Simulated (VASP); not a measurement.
# Mg (P6_3/mmc) in VASP: single point with PBE

Aim: the single point of Mg with PBE.

Everything below comes from runs of VASP 6.6.1. Logs are shortened: lines on timing, memory, paths and dates and some standing lists are left out, and cuts for length are marked.

## (1) The undisturbed crystal

The structure is hexagonal, space group P6_3/mmc (No. 194). Conventional cell: a = 3.209 Å, b = 3.209 Å, c = 5.210 Å, α = 90.00°, β = 90.00°, γ = 120.00°. Mg (site symmetry -6m2) is surrounded by 12 Mg at 3.20 to 3.21 Å.

## (2) Single point, PBE (volume scaled by 1.02)

Contents of INCAR:

```
SYSTEM = Mg
PREC = Accurate ; ENCUT = 520
EDIFF = 1E-6 ; ISMEAR = -1
SIGMA = 0.05 ; LREAL = .False.
LASPH = .True. ; NELM = 100
ALGO = Normal ; ISIF = 2
LWAVE = .False. ; LCHARG = .False.
GGA = PE ; NBANDS = 9
```

Contents of KPOINTS:

```
Automatic mesh
0
Gamma
  12 12 7
  0 0 0
```

Contents of POSCAR:

```
Mg
1.0
    3.2305256058      0.0000000000      0.0000000000
   -1.6152628028      2.7977172422      0.0000000000
    0.0000000000      0.0000000000      5.2448365023
Mg
2
Direct
    0.3333333333      0.6666666667      0.2500000000
    0.6666666667      0.3333333333      0.7500000000
```

Potentials or basis: VASP PAW PBE potentials, release 64 (Mg).

Launch:

```
$ cat potpaw_PBE.64/Mg/POTCAR > POTCAR
$ mpirun -np 1 vasp_std > vasp.out
```

OUTCAR:

```text
SYSTEM = Mg
   PREC = Accurate
   ENCUT = 520
   EDIFF = 1E-6
   ISMEAR = -1
   LREAL = .False.
   LASPH = .True.
   NELM = 100
   ISIF = 2
   GGA = PE

 ion  position               nearest neighbor table
   1  0.333  0.667  0.250-   2 3.22   2 3.22   2 3.22   2 3.22   2 3.22   2 3.22
   2  0.667  0.333  0.750-   1 3.22   1 3.22   1 3.22   1 3.22   1 3.22   1 3.22

  LATTYP: Found a hexagonal cell.
 ALAT       =     3.2305256058
 C/A-ratio  =     1.6235242008

  Lattice vectors:

 A1 = (   3.2305256058,   0.0000000000,   0.0000000000)
 A2 = (  -1.6152628028,   2.7977172422,   0.0000000000)
 A3 = (   0.0000000000,   0.0000000000,   5.2448365023)

Analysis of symmetry for initial positions (statically):
=====================================================================
 Subroutine PRICEL returns:
 Original cell was already a primitive cell.

 Routine SETGRP: Setting up the symmetry group for a
 hexagonal supercell.

 Subroutine GETGRP returns: Found 24 space group operations
 (whereof 12 operations were pure point group operations)
 out of a pool of 24 trial point group operations.

The static configuration has the point symmetry D_3d.
 The point group associated with its full space group is D_6h.

Analysis of symmetry for dynamics (positions and initial velocities):
=====================================================================
 Subroutine PRICEL returns:
 Original cell was already a primitive cell.

 Routine SETGRP: Setting up the symmetry group for a
 hexagonal supercell.

 Subroutine GETGRP returns: Found 24 space group operations
 (whereof 12 operations were pure point group operations)
 out of a pool of 24 trial point group operations.

The dynamic configuration has the point symmetry D_3d.
 The point group associated with its full space group is D_6h.

 Subroutine INISYM returns: Found 24 space group operations
 (whereof 12 operations are pure point group operations),
 and found     1 'primitive' translations

----------------------------------------------------------------------------------------

                                     Primitive cell

  volume of cell :      47.4033

  direct lattice vectors                    reciprocal lattice vectors
     3.230525606  0.000000000  0.000000000     0.309547152  0.178717131  0.000000000
    -1.615262803  2.797717242  0.000000000     0.000000000  0.357434263  0.000000000
     0.000000000  0.000000000  5.244836502     0.000000000  0.000000000  0.190663713

[... 88 lines left out ...]
   NFREE  =      0    steps in history (QN), initial steepest desc. (CG)
   ISIF   =      2    stress and relaxation
   ISYM   =      2    0-nonsym 1-usesym 2-fastsym
   POTIM  = 0.5000    time-step for ionic-motion
   TEBEG  =    0.0;   TEEND  =   0.0 temperature during run
   PSTRESS=    0.0 pullay stress
   NELECT =       4.0000    total number of electrons
   NUPDOWN=      -1.0000    fix difference up-down
   EMIN   =  10.00;   EMAX   =-10.00  energy-range for DOS
   EFERMI =   0.00;   METHOD = LEGACY
   ISMEAR =    -1;   SIGMA  =   0.05  broadening in eV -4-tet -1-fermi 0-gaus
   EFERMI_NEDOS =   21; number of points for ismear=-14 and -15
   IALGO  =     38    algorithm
   IMIX   =      4    mixing-type and parameters
     AMIX     =   0.40;   BMIX     =  1.00
     AMIX_MAG =   1.60;   BMIX_MAG =  1.00
  volume/ion in A,a.u.               =      23.70       159.95
  Fermi-wavevector in a.u.,A,eV,Ry     =   0.718056  1.356930  7.015230  0.515605
  Thomas-Fermi vector in A             =   1.806896
   LORBIT       =      0    0 simple, 1 ext, 2 COOP (PROOUT), +10 PAW based schemes
   GGA     = PE    functional components
   LHFCALC =     F    Hartree Fock is set to
   AEXX    =    0.0000 exact exchange contribution
   IVDW    =     0    specifies the selected vdW correction
   LEPSILON=     F    determine dielectric tensor
   LRPA    =     F    only Hartree local field effects (RPA)
 non-spin polarized calculation
  energy-cutoff  :      520.00
  volume of cell :       47.40
 maximum number of plane-waves:      1302
   NGX = 13   NGY = 13   NGZ = 19

 number of electron       4.0000000 magnetization

 Free energy of the ion-electron system (eV)
  ---------------------------------------------------
  ext. energy  EPLUGINS =         0.00000000
  ---------------------------------------------------
  free energy    TOTEN  =        -3.00934937 eV

  energy without entropy =       -3.00168511  energy(sigma->0) =       -3.00551724

 E-fermi :   2.4182     XC(G=0):  -8.3931

 val. band max:        2.3887745424   @ k =   0.3333   0.1667   0.1429
 cond. band min:       2.4348890391   @ k =   0.2500   0.0833   0.0000
 fundamental gap:      0.0461144967
 Fermi energy:         2.4181702561

 k-point     1 :       0.0000    0.0000    0.0000
  band No.  band energies     occupation
      1      -4.3262      2.00000
      2       0.8382      2.00000
      3       1.2255      2.00000
      4      13.2240      0.00000
      5      13.2240      0.00000
      6      13.2736      0.00000
      7      13.2736      0.00000
      8      14.1165      0.00000
      9      15.6001      0.00000
[... 265 lines left out ...]
 k-point    24 :       0.3333    0.0000    0.1429
  band No.  band energies     occupation
      1      -2.0974      2.00000
      2       1.6345      2.00000
      3       3.8965      0.00000
      4       4.8912      0.00000
      5       7.6343      0.00000
      6       9.7282      0.00000
      7       9.9602      0.00000
      8      11.5841      0.00000
      9      13.0434      0.00000

 [... further k-points ...]

------------------------ aborting loop because EDIFF is reached ----------------------------------------

  FORCE on cell =-STRESS in cart. coord.  units (eV):
  Direction    XX          YY          ZZ          XY          YZ          ZX
  --------------------------------------------------------------------------------------
  -------------------------------------------------------------------------------------
  Total       -0.2861668     -0.2861668     -0.5354701     -0.0000000      0.0000000     -0.0000000
  in kB       -9.6721031     -9.6721031    -18.0982614     -0.0000000      0.0000000     -0.0000000
  external PRESSURE =     -12.4808225 kB  Pullay stress =       0.0000000 kB

 VOLUME and BASIS-vectors are now :
 -----------------------------------------------------------------------------
  energy-cutoff  :      520.00
  volume of cell :       47.40
      direct lattice vectors                 reciprocal lattice vectors
     3.230525606  0.000000000  0.000000000     0.309547152  0.178717131  0.000000000
    -1.615262803  2.797717242  0.000000000     0.000000000  0.357434263  0.000000000
     0.000000000  0.000000000  5.244836502     0.000000000  0.000000000  0.190663713

 POSITION                                       TOTAL-FORCE (eV/Angst)
 -----------------------------------------------------------------------------------
     -0.00000      1.86514      1.31121         0.000000      0.000000      0.000000
      1.61526      0.93257      3.93363        -0.000000      0.000000      0.000000
 -----------------------------------------------------------------------------------
    total drift:                                0.000000     -0.000000      0.000000

  FREE ENERGIE OF THE ION-ELECTRON SYSTEM (eV)
  ---------------------------------------------------
  free  energy   TOTEN  =        -3.0093493694 eV

  energy  without entropy=       -3.0016851086  energy(sigma->0) =       -3.00551724
```

OSZICAR:

```text
N       E                     dE             d eps       ncg     rms          rms(c)
DAV:   1    -0.297965817898E+00   -0.29797E+00   -0.12819E+03  1368   0.314E+02
DAV:   2    -0.298008213089E+01   -0.26821E+01   -0.26275E+01  1849   0.273E+01
DAV:   3    -0.302262707584E+01   -0.42545E-01   -0.41766E-01  1757   0.275E+00
DAV:   4    -0.302276915836E+01   -0.14208E-03   -0.14207E-03  1795   0.162E-01
DAV:   5    -0.302276973652E+01   -0.57817E-06   -0.57804E-06  1711   0.997E-03    0.968E-01
DAV:   6    -0.301688372633E+01    0.58860E-02   -0.70886E-04  1600   0.205E-01    0.621E-01
DAV:   7    -0.300933690754E+01    0.75468E-02   -0.27773E-03  1415   0.357E-01    0.350E-02
DAV:   8    -0.300935116512E+01   -0.14258E-04   -0.18005E-05  1939   0.254E-02    0.791E-03
DAV:   9    -0.300934965115E+01    0.15140E-05   -0.13305E-06  1500   0.551E-03    0.618E-04
DAV:  10    -0.300934936942E+01    0.28174E-06   -0.58350E-09   816   0.463E-04
   1 F= -.30093494E+01 E0= -.30055172E+01  d E =-.766426E-02
```

Wall time 13 s (1 thread of Intel Xeon Platinum 8488C (Sapphire Rapids), shared host); peak memory 0.17 GiB.

What came out:

```
Free energy            : -3.0093 eV
Pressure               : -1.2 GPa
Band gap on the k mesh : none (metal or under the smearing width)
```
